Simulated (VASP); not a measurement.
Set up this calculation in VASP 6.6.1, as the native input.

```
Task                   : relaxation of cell and atoms
Functional             : PBE
Potentials or basis    : VASP PAW PBE potentials, release 64 (Be, Te)
Cutoff                 : 520 eV
k mesh                 : 10 × 10 × 10
Occupations            : gaussian, width 0.02 eV
Spin                   : no spin polarisation
Further INCAR settings : ALGO = Normal; EDIFF = 1e-07; AMIX = 0.2; IBRION = 2; EDIFFG = -0.002; NSW = 80; ISIF = 3
```

The structure of BeTe lies in POSCAR:

```
BeTe                                    
1.0
   -0.0000000000      2.8340080023      2.8340080023
    2.8340080023      0.0000000000      2.8340080023
    2.8340080023      2.8340080023      0.0000000000
  Be              Te            
     1     1
Direct
     0.0000000000000000    0.0000000000000000    0.0000000000000000
     0.2500000000000000    0.2500000000000000    0.2500000000000000
```

The input as run:

INCAR

```
SYSTEM = BeTe
PREC = Accurate
ENCUT = 520
EDIFF = 1E-7
ISMEAR = 0
SIGMA = 0.02
LREAL = .False.
LASPH = .True.
NELM = 60
ALGO = Normal
ISIF = 3
LWAVE = .False.
LCHARG = .False.
GGA = PE
IBRION = 2
NSW = 80
EDIFFG = -0.002
AMIX = 0.2
```

KPOINTS

```
Automatic mesh
0
Gamma
  10 10 10
  0 0 0
```

Potentials or basis: VASP PAW PBE potentials, release 64 (Be, Te).

Run with:

```bash
$ cat potpaw_PBE.64/Be/POTCAR potpaw_PBE.64/Te/POTCAR > POTCAR
$ mpirun -np 1 vasp_std > vasp.out
```

Results of the run:

```
Pressure after relaxing : 0.0 GPa
Band gap on the k mesh  : 2.02 eV, indirect (least direct gap 3.63 eV)
```

Caveat: the relaxation stopped at its first step, so nothing moved; spin-orbit coupling is left out, which moves the levels of the heavy elements.

Wall time 8.9 s on 1 thread of Intel(R) Xeon(R) 6975P-C (Granite Rapids), on a shared host, peak memory 0.17 GiB.
